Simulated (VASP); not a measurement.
Set up this calculation in VASP 6.6.1, as the native input.

- Task: single point
- Functional: LDA
- Potentials or basis: VASP PAW LDA potentials, release 64 (Al, N)
- Cutoff: 520 eV
- k mesh: 4 × 4 × 5
- Occupations: gaussian, width 0.02 eV
- Spin: no spin polarisation
- Dipole correction: no
- Further INCAR settings: LREAL = Auto; ALGO = Normal; EDIFF = 1e-06; NBANDS = 46

The structure of AlN lies in POSCAR:

```
AlN
1.0
    6.1775232501      0.0000000000      0.0000000000
   -3.0887616250      5.3498920670      0.0000000000
    0.0000000000      0.0000000000      4.9431725496
Al N
8 8
Direct
    0.1666666667      0.3333333333     -0.0000016669
    0.1666666667      0.8333333333     -0.0000016669
    0.6666666667      0.3333333333     -0.0000016669
    0.6666666667      0.8333333333     -0.0000016669
    0.3333333333      0.1666666667      0.4999983331
    0.3333333333      0.6666666667      0.4999983331
    0.8333333333      0.1666666667      0.4999983331
    0.8333333333      0.6666666667      0.4999983331
    0.1666666667      0.3333333333      0.3820016669
    0.1666666667      0.8333333333      0.3820016669
    0.6666666667      0.3333333333      0.3820016669
    0.6666666667      0.8333333333      0.3820016669
    0.3333333333      0.1666666667      0.8820016669
    0.3333333333      0.6666666667      0.8820016669
    0.8333333333      0.1666666667      0.8820016669
    0.8333333333      0.6666666667      0.8820016669
```

The cell was built by a generator and needn't be a form met in nature.

The input as run:

INCAR

```
  ALGO = Normal
  EDIFF = 1E-6
  ENCUT = 520
  ISIF = 2
  ISMEAR = 0
  LASPH = T
  LCHARG = F
  LREAL = Auto
  LWAVE = F
  NBANDS = 46
  NELM = 100
  PREC = Accurate
  SIGMA = 0.02
```

KPOINTS

```
k-points
0
Gamma
  4 4 5
```

Potentials or basis: VASP PAW LDA potentials, release 64 (Al, N).

Run with:

```bash
$ cat potpaw_LDA.64/Al/POTCAR potpaw_LDA.64/N/POTCAR > POTCAR
$ mpirun -np 1 vasp_std > vasp.out
```

It gave:

The pressure is 0.6 GPa and the band gap on the k mesh is 4.42 eV.

It took 53 s on 1 thread of Intel(R) Xeon(R) 6975P-C (Granite Rapids) (shared host), peak memory 0.25 GiB.
